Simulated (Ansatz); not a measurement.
Equation of state of MoS₂

```yaml
crystal:
  lattice:
    - [1.58150, 0.91308, 6.12333]
    - [-1.58150, 0.91308, 6.12333]
    - [0.00000, -1.82616, 6.12333]
  atoms:
    - { symbol: Mo, position: [0.00000, 0.00000, 0.00000] }
    - { symbol: S, position: [0.74840, 0.74840, 0.74840] }
    - { symbol: S, position: [0.58490, 0.58490, 0.58490] }
```

The geometry is COD entry 9007661, unchecked; take it as a test cell.

Methods: DFT, PBE, all-electron LAPW, scalar-relativistic (Ansatz 0.2.0); DFT, PBE, PAW with Ansatz's default frozen-core files, scalar-relativistic (Ansatz 0.2.0).

For LAPW: a Γ-centred 13×13×13 k mesh, Fermi–Dirac smearing of 0.05 eV, basis error target 0.5 meV/atom, no spin polarisation. PAW takes a cutoff of 420 eV at this cell. The Ansatz runs share mesh, smearing and spin set-up. Plane-wave (PAW) pressures include the program's estimate of the Pulay term.

The cell above is scaled evenly, with fractional coordinates and shape held.

```
V/V(cell)  V (Å³/atom)  P, LAPW (GPa)  P, PAW (GPa)  gap on the k mesh, LAPW (eV)
   0.9400       16.624          21.72         21.70                          0.74
   0.9600       16.977          17.14         17.12                          0.74
   0.9800       17.331          13.01         12.99                          0.75
   0.9900       17.508          11.10         11.08                          0.75
   1.0000       17.685           9.29          9.27                          0.75
   1.0100       17.861           7.56          7.54                          0.75
   1.0200       18.038           5.92          5.90                          0.75
   1.0400       18.392           2.89          2.87                          0.75
   1.0600       18.746              ?             ?                             ?
```

**Question.** Fill in the row V/V(cell) = 1.0600.

**Answer.** P, LAPW (GPa) = 0.14, P, PAW (GPa) = 0.13, gap on the k mesh, LAPW (eV) = 0.75.
